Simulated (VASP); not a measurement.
These are LDA (Ceperley-Alder, Perdew-Zunger), VASP's LDA PAW potentials (set 64) (plane waves; VASP) values and carry that method's errors.

The input files of a VASP run:

POSCAR:
```
CsBr
1
    4.1455202491     0.0000000000     0.0000000000
    0.0000000000     4.1455202491     0.0000000000
    0.0000000000     0.0000000000     4.1455202491
Cs Br
1 1
Direct
  0.0000000000   0.0000000000   0.0000000000
  0.5000000000   0.5000000000   0.5000000000
```

**KPOINTS**
```
kpoints
0
gamma
 7 7 7
0 0 0
```

INCAR:
```
# general
SYSTEM =CsBr
PREC   =Accurate
ENCUT  =400
LREAL  =F
LASPH  =T

# electronic loop
EDIFF  =1E-7
NELM   =100
ALGO   =Normal
LMAXMIX=4

# smearing
ISMEAR =-5

# ions
ISIF   =2

# output
LWAVE  =F
LCHARG =T
LORBIT =11
NEDOS  =601
```

POTCAR, in this order: Cs_sv Br (LDA.64 set). Program: vasp_std.

What VASP printed:

OUTCAR:
```
 ion  position               nearest neighbor table
   1  0.000  0.000  0.000-
   2  0.500  0.500  0.500-
  LATTYP: Found a simple cubic cell.
 ALAT       =     4.1455202491
 Subroutine PRICEL returns:
 Original cell was already a primitive cell.
 Subroutine GETGRP returns: Found 48 space group operations
The static configuration has the point symmetry O_h .
The dynamic configuration has the point symmetry O_h .
 Subroutine INISYM returns: Found 48 space group operations
 Subroutine IBZKPT returns following result:
 Found     20 irreducible k-points:

 Following reciprocal coordinates:
            Coordinates               Weight
  0.000000  0.000000  0.000000      1.000000
  0.142857  0.000000  0.000000      6.000000
  0.285714  0.000000  0.000000      6.000000
  0.428571  0.000000  0.000000      6.000000
  0.142857  0.142857  0.000000     12.000000
  0.285714  0.142857  0.000000     24.000000
  0.428571  0.142857  0.000000     24.000000
  0.285714  0.285714  0.000000     12.000000
  0.428571  0.285714  0.000000     24.000000
  0.428571  0.428571  0.000000     12.000000
  0.142857  0.142857  0.142857      8.000000
  0.285714  0.142857  0.142857     24.000000
  0.428571  0.142857  0.142857     24.000000
  0.285714  0.285714  0.142857     24.000000
  0.428571  0.285714  0.142857     48.000000
  0.428571  0.428571  0.142857     24.000000
  0.285714  0.285714  0.285714      8.000000
  0.428571  0.285714  0.285714     24.000000
  0.428571  0.428571  0.285714     24.000000
  0.428571  0.428571  0.428571      8.000000
   k-points           NKPTS =     20   k-points in BZ     NKDIM =     20   number of bands    NBANDS=     12
   number of dos      NEDOS =    601   number of ions     NIONS =      2
   total plane-waves  NPLWV =  21952
   dimension x,y,z NGX =    28 NGY =   28 NGZ =   28
...
```

File OSZICAR:
```
       N       E                     dE             d eps       ncg     rms          rms(c)
DAV:   1     0.822042082763E+02    0.82204E+02   -0.58810E+03   480   0.940E+02
DAV:   2    -0.176115497119E+01   -0.83965E+02   -0.78552E+02   752   0.164E+02
DAV:   3    -0.698758819157E+01   -0.52264E+01   -0.52122E+01   596   0.477E+01
DAV:   4    -0.703257011437E+01   -0.44982E-01   -0.44970E-01   548   0.535E+00
DAV:   5    -0.703293474210E+01   -0.36463E-03   -0.36460E-03   600   0.474E-01    0.179E+00
DAV:   6    -0.683272263060E+01    0.20021E+00   -0.30446E-01   532   0.298E+00    0.109E+00
DAV:   7    -0.679581085800E+01    0.36912E-01   -0.13370E-01   580   0.196E+00    0.508E-01
DAV:   8    -0.679339226725E+01    0.24186E-02   -0.69596E-03   584   0.568E-01    0.894E-02
DAV:   9    -0.679314690650E+01    0.24536E-03   -0.70535E-04   564   0.177E-01    0.608E-02
DAV:  10    -0.679316443474E+01   -0.17528E-04   -0.56563E-05   596   0.521E-02    0.165E-02
DAV:  11    -0.679316534756E+01   -0.91282E-06   -0.10426E-05   560   0.206E-02    0.257E-03
DAV:  12    -0.679316520120E+01    0.14636E-06   -0.84318E-07   580   0.629E-03    0.790E-04
DAV:  13    -0.679316521980E+01   -0.18598E-07   -0.10304E-07   380   0.201E-03
   1 F= -.67931652E+01 E0= -.67931652E+01  d E =0.000000E+00
```

**OUTCAR**
```
------------------------ aborting loop because EDIFF is reached ----------------------------------------
  FORCE on cell =-STRESS in cart. coord.  units (eV):
  Direction    XX          YY          ZZ          XY          YZ          ZX
  --------------------------------------------------------------------------------------
  Total        0.0019752      0.0019752      0.0019752     -0.0000000      0.0000000      0.0000000
  in kB        0.0444213      0.0444213      0.0444213     -0.0000000      0.0000000      0.0000000
  external PRESSURE =       0.0444213 kB  Pullay stress =       0.0000000 kB
  volume of cell :       71.24
      direct lattice vectors                 reciprocal lattice vectors
     4.145520249  0.000000000  0.000000000     0.241224247  0.000000000  0.000000000
     0.000000000  4.145520249  0.000000000     0.000000000  0.241224247  0.000000000
     0.000000000  0.000000000  4.145520249     0.000000000  0.000000000  0.241224247
 POSITION                                       TOTAL-FORCE (eV/Angst)
 -----------------------------------------------------------------------------------
      0.00000      0.00000      0.00000         0.000000      0.000000      0.000000
      2.07276      2.07276      2.07276         0.000000      0.000000      0.000000
 -----------------------------------------------------------------------------------
    total drift:                                0.000000      0.000000      0.000000
  FREE ENERGIE OF THE ION-ELECTRON SYSTEM (eV)
  ---------------------------------------------------
  free  energy   TOTEN  =        -6.7931652198 eV

  energy  without entropy=       -6.7931652198  energy(sigma->0) =       -6.79316522

 total charge

# of ion       s       p       d       tot
------------------------------------------
    1        1.839   4.679   0.045   6.562
    2        1.603   3.275   0.003   4.882
--------------------------------------------------
tot          3.443   7.954   0.048  11.445
```
(Selected blocks of OUTCAR.)

The structure comes from a computed database's CsBr entry (Pm-3m); how it stands against other phases isn't given here. It was relaxed first, which changed the volume by -12 %.
